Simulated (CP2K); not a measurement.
The system is MgSi.

```xyz
2
Lattice="2.9084 0.0000 0.0000 0.0000 2.9084 0.0000 0.0000 0.0000 4.1034" Properties=species:S:1:pos:R:3 pbc="T T T"
Si    1.4542    1.4542    2.0517
Mg    0.0000    0.0000    0.0000
```

The cell comes from a database or a generator and needn't be the stable form of this composition.

Base run:

- Program: CP2K 2026.2
- Functional: TASK
- Potentials or basis: POTENTIAL_UZH Si GTH-SCAN-q4, Mg GTH-SCAN-q10; TZVP-MOLOPT-SCAN-GTH basis
- Density cutoff: 19048 eV
- k mesh: 9 × 9 × 7
- Occupations: fermi-dirac, width 0.1 eV
- Spin: no spin polarisation

Its results: band gap on the k mesh none (metal or under the smearing width); pressure 2.9 GPa.

Q: The run is repeated on the same cell with these changes: functional from TASK to SCAN; occupations from fermi-dirac, width 0.1 eV to fermi-dirac, width 0.05 eV. What comes out?

A: Band gap on the k mesh none (metal or under the smearing width); pressure 0.2 GPa.

Caveats: the basis of atomic orbitals isn't converged, which shifts pressures, moduli and gaps; the potentials were made for another functional, which shifts forces and pressure (some runs).
